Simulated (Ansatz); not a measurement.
# What strain does to MoS2 (P-6m2)

A 3-atom cell of MoS2 (P-6m2) from a materials database, relaxed with r2SCAN+rVV10 in Ansatz. The symmetry is P-6m2 (No. 187, hexagonal); a = 3.171 Å, c = 6.810 Å in the conventional setting, 19.77 Å³ an atom. Around Mo lie 6 S at 2.40 Å; around S lie 3 Mo at 2.40 Å.

The axes x, y and z are those of this cell:
```
Mo S
1.0
     3.17096    0.00000    0.00000
    -1.58548    2.74613    0.00000
     0.00000    0.00000    6.81003
Mo S
1 2
Direct
  0.00000 0.00000 0.00000
  0.33333 0.66667 0.22853
  0.33333 0.66667 0.77147
```

Unstrained: The PBE gap is indirect, 1.266 eV (A to K), below the direct gap of 1.683 eV at H. A second conduction valley, at H, lies only 6 meV higher, so their order isn't settled. The r2SCAN gap is indirect, 1.344 eV (A to K), below the direct gap of 1.790 eV at H. A second conduction valley, at H, lies only 7 meV higher, so their order isn't settled. The HSE06 gap is indirect, 1.762 eV (A to K), below the direct gap of 2.148 eV at H. A second conduction valley, at H, lies only 6 meV higher, so their order isn't settled. Meshes: PBE 12×12×4, r2SCAN 12×12×4, HSE06 6×6×4. Strains are changes of length per length, and xy shears are angles. After each strain the atoms were relaxed again with r2SCAN+rVV10 within the symmetry that the strain leaves, so tilts or polar shifts that break it weren't tested; points keep the names that they have in the unstrained zone. No spin polarisation and no zero-point or thermal motion.

Changes of the least gap in eV (an overlap counts as a negative gap):

| strain | volume change (%) | space group | PBE | r2SCAN | HSE06 |
| --- | --- | --- | --- | --- | --- |
| xy shear, engineering strain (angle) +1.92 % | 0.0 | Pm | +0.001 | +0.001 | +0.002 |
| epitaxial +4.57 % in the xy plane, free normal strain -1.27 % | +8.0 | P-6m2 | -0.905 | -0.936 | -1.015 |
| isotropic -2.05 % on every length | -6.0 | P-6m2 | +0.015 | +0.049 | +0.119 |
| uniaxial -0.72 % along z | -0.7 | P-6m2 | -0.028 | -0.029 | -0.031 |

Xy shear, engineering strain (angle) +1.92 %. HSE06: the gap goes from 1.762 to 1.764 eV (+0.002 eV); the edges go from A → K to A → (1/3, 0.328, 0). Stress change with PBE, compression positive: xx +0.02, yy +0.08, zz -0.01, xy -1.44 GPa.

Epitaxial +4.57 % in the xy plane, free normal strain -1.27 %. HSE06: the gap goes from 1.762 to 0.747 eV (-1.015 eV). Stress change with PBE, compression positive: xx -9.83, yy -9.83, zz -0.59 GPa.

Isotropic -2.05 % on every length. HSE06: the gap goes from 1.762 to 1.881 eV (+0.119 eV); the edges go from A → K to A → Γ–K (0.52). Stress change with PBE, compression positive: xx +6.02, yy +6.02, zz +1.66 GPa.

Uniaxial -0.72 % along z, other directions held. HSE06: the gap goes from 1.762 to 1.731 eV (-0.031 eV). Stress change with PBE, compression positive: xx +0.06, yy +0.06, zz +0.29 GPa.

The runs are scalar-relativistic, without spin-orbit coupling.

Where an edge lies off the special points, it is a point of the mesh or the k point where a search put PBE's edge or least direct gap, reused for the other functionals, whose own edges may lie a little apart.

The meshes of the hybrids are coarse, so their gaps aren't converged to the digits shown.
